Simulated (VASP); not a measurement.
# C in VASP: further runs, part 2 of 2

VASP 6.6.1.

## Step 6: Single point, LDA

This run uses another cell than the first one, of 16.85 Å³/atom, 1.132 times its volume.

INCAR

```
PREC = Accurate
ENCUT = 400
EDIFF = 1E-7
ISMEAR = 1
SIGMA = 0.1
LREAL = F
LASPH = T
NELM = 120
ALGO = Normal
ISIF = 2
LWAVE = F
LCHARG = F
LDIPOL = T
IDIPOL = 3
DIPOL = 0.5 0.5 0.500
NBANDS = 32
LVHAR = T
LVACPOTAV = T
```

KPOINTS

```
regular mesh
0
Gamma
  12 12 1
```

POSCAR

```
C
1.0
    2.4560959400      0.0000000000      0.0000000000
   -1.2280479700      2.1270618200      0.0000000000
    0.0000000000      0.0000000000     25.8049153298
C
8
Direct
    0.5833794600      0.1667589200      0.2906423022
    0.9166205400      0.8332410800      0.2906423022
    0.0833794600      0.1667589200      0.4313770236
    0.4166205400      0.8332410800      0.4313770236
    0.5833794600      0.1667589200      0.5686229764
    0.9166205400      0.8332410800      0.5686229764
    0.0833794600      0.1667589200      0.7093576978
    0.4166205400      0.8332410800      0.7093576978
```

Potentials or basis: VASP PAW LDA potentials, release 64 (C).

Started as:

```sh
cat potpaw_LDA.64/C/POTCAR > POTCAR
mpirun -np 1 vasp_std > vasp.out
```

OUTCAR:

```text
PREC = Accurate
   ENCUT = 400
   EDIFF = 1E-7
   ISMEAR = 1
   LREAL = F
   LASPH = T
   NELM = 120
   ISIF = 2

 Found     43 irreducible k-points:

 Following reciprocal coordinates:
            Coordinates               Weight
  0.000000  0.000000  0.000000      1.000000
  0.083333  0.000000  0.000000      4.000000
  0.000000  0.083333  0.000000      2.000000
  0.166667  0.000000  0.000000      4.000000
  0.000000  0.166667  0.000000      2.000000
  0.250000  0.000000  0.000000      4.000000
   k-points           NKPTS =     43   k-points in BZ     NKDIM =     43   number of bands    NBANDS=     32
   number of dos      NEDOS =    301   number of ions     NIONS =      8
   total plane-waves  NPLWV =  43008
   dimension x,y,z NGX =    16 NGY =   16 NGZ =  168
   dimension x,y,z NGXF=    32 NGYF=   32 NGZF=  336
   ions per type =               8
   NGX,Y,Z   is equivalent  to a cutoff of  10.83, 10.83, 10.82 a.u.
   NGXF,Y,Z  is equivalent  to a cutoff of  21.66, 21.66, 21.65 a.u.
 SYSTEM =  unknown system
   PREC   = accura    normal or accurate (medium, high low for compatibility)
   ISTART =      0    job   : 0-new  1-cont  2-samecut
   ICHARG =      2    charge: 1-file 2-atom 10-const
   ISPIN  =      1    spin polarized calculation?
   LNONCOLLINEAR =      F non collinear calculations
   LSORBIT =      F    spin-orbit coupling
   LASPH  =      T    aspherical Exc in radial PAW
   ENCUT  =  400.0 eV  29.40 Ry    5.42 a.u.   4.01  4.01 42.08*2*pi/ulx,y,z
   NELM   =    120;   NELMIN=  2; NELMDL= -5     # of ELM steps
   EDIFF  = 0.1E-06   stopping-criterion for ELM
   LREAL  =      F    real-space projection
   EDIFFG = 0.1E-05   stopping-criterion for IOM
   NSW    =      0    number of steps for IOM
   IBRION =     -1    ionic relax: 0-MD 1-quasi-New 2-CG
   NFREE  =      0    steps in history (QN), initial steepest desc. (CG)
   ISIF   =      2    stress and relaxation
   ISYM   =      2    0-nonsym 1-usesym 2-fastsym
   POTIM  = 0.5000    time-step for ionic-motion
   TEBEG  =    0.0;   TEEND  =   0.0 temperature during run
   PSTRESS=    0.0 pullay stress
   NELECT =      32.0000    total number of electrons
[... 19 lines left out ...]
 non-spin polarized calculation
 Methfessel and Paxton  Order N= 1 SIGMA  =   0.10
  energy-cutoff  :      400.00
  volume of cell :      134.81
 maximum number of plane-waves:      2487
   NGX =  9   NGY =  9   NGZ = 85

 dipolmoment           0.000000      0.000000      0.000000 electrons x Angstroem

 number of electron      32.0000004 magnetization

 dipolmoment           0.000000      0.000000     -0.000000 electrons x Angstroem

 Free energy of the ion-electron system (eV)
  ---------------------------------------------------
  ext. energy  EPLUGINS =         0.00000000
  ---------------------------------------------------
  free energy    TOTEN  =       -80.87744957 eV

  energy without entropy =      -80.87770973  energy(sigma->0) =      -80.87753629

 E-fermi :   0.2443     XC(G=0):  -6.0426

 val. band max:        0.2023279168   @ k =   0.3333   0.3333   0.0000
 cond. band min:       0.2861297338   @ k =   0.3333   0.3333   0.0000
 fundamental gap:      0.0838018170
 Fermi energy:         0.2442567760

 k-point     1 :       0.0000    0.0000    0.0000
  band No.  band energies     occupation
      1     -19.2159      2.00000
      2     -19.1696      2.00000
      3     -19.1219      2.00000
      4     -19.0639      2.00000
      5      -8.0402      2.00000
      6      -7.6815      2.00000
[... 175 lines left out ...]
     27       8.3962      0.00000
     28       8.4607      0.00000

 [... further k-points ...]

 [bands above 28 left out]

------------------------ aborting loop because EDIFF is reached ----------------------------------------

  FORCE on cell =-STRESS in cart. coord.  units (eV):
  Direction    XX          YY          ZZ          XY          YZ          ZX
  --------------------------------------------------------------------------------------
  -------------------------------------------------------------------------------------
  Total       -2.7011304     -2.7680363     -1.5374832      0.0000000      0.0000000      0.0000000
  in kB      -32.1017165    -32.8968630    -18.2722945      0.0000000      0.0000000      0.0000000
  external PRESSURE =     -27.7569580 kB  Pullay stress =       0.0000000 kB

 VOLUME and BASIS-vectors are now :
 -----------------------------------------------------------------------------
  energy-cutoff  :      400.00
  volume of cell :      134.81
      direct lattice vectors                 reciprocal lattice vectors
     2.456095940  0.000000000  0.000000000     0.407150219  0.235066041  0.000000000
    -1.228047970  2.127061820  0.000000000     0.000000000  0.470132081  0.000000000
     0.000000000  0.000000000 25.804915330     0.000000000  0.000000000  0.038752307

 POSITION                                       TOTAL-FORCE (eV/Angst)
 -----------------------------------------------------------------------------------
      1.22805      0.35471      7.50000         0.000000     -0.024614      0.023250
      1.22805      1.77236      7.50000        -0.000000      0.024614      0.023250
      0.00000      0.35471     11.13165         0.000000     -0.027644     -0.005515
     -0.00000      1.77236     11.13165        -0.000000      0.027644     -0.005515
      1.22805      0.35471     14.67327         0.000000     -0.027644      0.005515
      1.22805      1.77236     14.67327        -0.000000      0.027644      0.005515
      0.00000      0.35471     18.30492         0.000000     -0.024614     -0.023250
     -0.00000      1.77236     18.30492        -0.000000      0.024614     -0.023250
 -----------------------------------------------------------------------------------
    total drift:                                0.000000     -0.000000      0.000000

  FREE ENERGIE OF THE ION-ELECTRON SYSTEM (eV)
  ---------------------------------------------------
  free  energy   TOTEN  =       -80.8774495674 eV

  energy  without entropy=      -80.8777097329  energy(sigma->0) =      -80.87753629

 vacuum level on the upper side and lower side of the slab         4.773         4.773
```

Wall time 55 s (1 thread of Intel Xeon 6975P-C (Granite Rapids), shared host); peak memory 0.21 GiB.

The run converged, but some of its settings lie outside the range that counts as converged, so its numbers aren't taken as properties of the slab.

Results:

```yaml
Free_energy: -80.8774 eV
Largest_force: 0.034 eV/Å
Band_gap_on_the_k_mesh: 0.08 eV, direct
Ionisation_potential_of_the_upper_face: 4.57 eV
```

Caveat: the cutoff is under 1.25 times the usual one of these potentials, so pressure, stress and relaxed cells hold a basis-set (Pulay) error.
